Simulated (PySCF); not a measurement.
Crystal: AlN.

```
CELL_PARAMETERS angstrom
0.00000 2.18399 2.18399
2.18399 0.00000 2.18399
2.18399 2.18399 0.00000
ATOMIC_POSITIONS crystal
Al 0.00000 0.00000 0.00000
N 0.25000 0.25000 0.25000
```

Measurements of this composition are mostly on another form, of space group No. 186.

Base run:

- Program: PySCF 2.14.0
- Functional: PBE
- Potentials or basis: DZVP-MOLOPT-SR/GTH-PBE (potentials made for PBE)
- k mesh: 10 × 10 × 10
- Occupations: fermi-dirac, width 0.05 eV
- Spin: no spin polarisation

Its results: band gap on the k mesh 3.32 eV, indirect (least direct gap 4.38 eV).

Problem. The run is repeated on the same cell with these changes: functional from PBE to PBEsol. What comes out?

Solution. Band gap on the k mesh 3.16 eV, indirect (least direct gap 4.28 eV).

Caveats: the basis of atomic orbitals isn't converged, which shifts pressures, moduli and gaps.

A k mesh can miss the band edges.
